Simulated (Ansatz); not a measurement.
## HfN and the effect of the functional

```cif
data_structure
_symmetry_space_group_name_H-M 'P6/mmm'
_symmetry_Int_Tables_number 191
_cell_length_a 3.4332
_cell_length_b 3.4332
_cell_length_c 3.9698
_cell_angle_alpha 90.000
_cell_angle_beta 90.000
_cell_angle_gamma 120.000
_cell_volume 40.52
loop_
_atom_site_label
_atom_site_type_symbol
_atom_site_symmetry_multiplicity
_atom_site_Wyckoff_symbol
_atom_site_fract_x
_atom_site_fract_y
_atom_site_fract_z
_atom_site_occupancy
Hf1 Hf 1 b 0.00000 0.00000 0.50000 1
N1 N 1 a 0.00000 0.00000 0.00000 1
```

The cell comes from a database or a generator and needn't be the stable form of this composition.

Kept alike: task band structure; k mesh 9 × 9 × 7; occupations fermi-dirac, width 0.05 eV; no spin polarisation. Program: Ansatz, Ansatz PAW. Cutoffs run from 420 to 500 eV. The mesh is that of the run's cell of 2 atoms. No spin-orbit coupling.

```csv
functional,pressure (GPa)
BLYP,3.65
LDA,-5.56
PBE,0.57
PBEsol,-2.79
RPBE,2.86
r2SCAN,-1.31
revPBE,2.24
```

Pressure is positive in compression, with a Pulay correction for the finite cutoff. For a metal such a mesh leaves the last digits unconverged. All rows use potentials made for PBE.

Question: What does the functional change here?

Answer: The pressure runs from -5.56 (LDA) to 3.65 GPa (BLYP). From PBE: BLYP +3.08; LDA -6.13; PBEsol -3.36; RPBE +2.29; r2SCAN -1.88; revPBE +1.67. A positive pressure means that the functional's own cell is larger than the one given, a negative one that it is smaller.
